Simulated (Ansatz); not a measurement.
## C: one atom moved along a line

Level of theory: Ansatz, DFT PBE, scalar-relativistic, plane waves, PAW. Cutoff 420 eV, Γ-centred 24×24×6 k-points, Gaussian smearing of 0.15 eV. No spin polarisation. Energies are free energies at this smearing, counted from the undisturbed cell; pressure is positive in compression.

The starting cell (relaxed at this level):

```yaml
crystal:
  lattice:
    - [2.46653, 0.00000, 0.00000]
    - [-1.23327, 2.13608, 0.00000]
    - [0.00000, 0.00000, 8.51285]
  atoms:
    - { symbol: C, position: [0.00000, 0.00000, 0.00250] }
    - { symbol: C, position: [0.00000, 0.00000, 0.50250] }
    - { symbol: C, position: [0.33333, 0.66667, 0.00250] }
    - { symbol: C, position: [0.66667, 0.33333, 0.50250] }
```

The cell holds layers and no dispersion correction was added, so their binding is poorly described.

Atom 1 (C) is moved by x along the Cartesian unit vector (1.000, 0.000, 0.000); the cell and all other atoms stay fixed. The cell is metallic on the mesh throughout.

| x (Å) | ΔE (meV/cell) |
| --- | --- |
| -0.2000 | 1065.8 |
| -0.1000 | 267.8 |
| 0.0000 | 0.0 |
| 0.1500 | 602.4 |

Problem. Predict the force along x on the moved atoms (eV/Å) at each point.

Solution.
| x (Å) | force along x on the moved atoms (eV/Å) |
| --- | --- |
| -0.2000 | 10.29 |
| -0.1000 | 5.36 |
| 0.0000 | 0.00 |
| 0.1500 | -8.03 |

Cost: 4 runs of about 3.5 core-minutes in all, on Intel Xeon Platinum 8175M (Skylake/Cascade Lake) (shared hosts).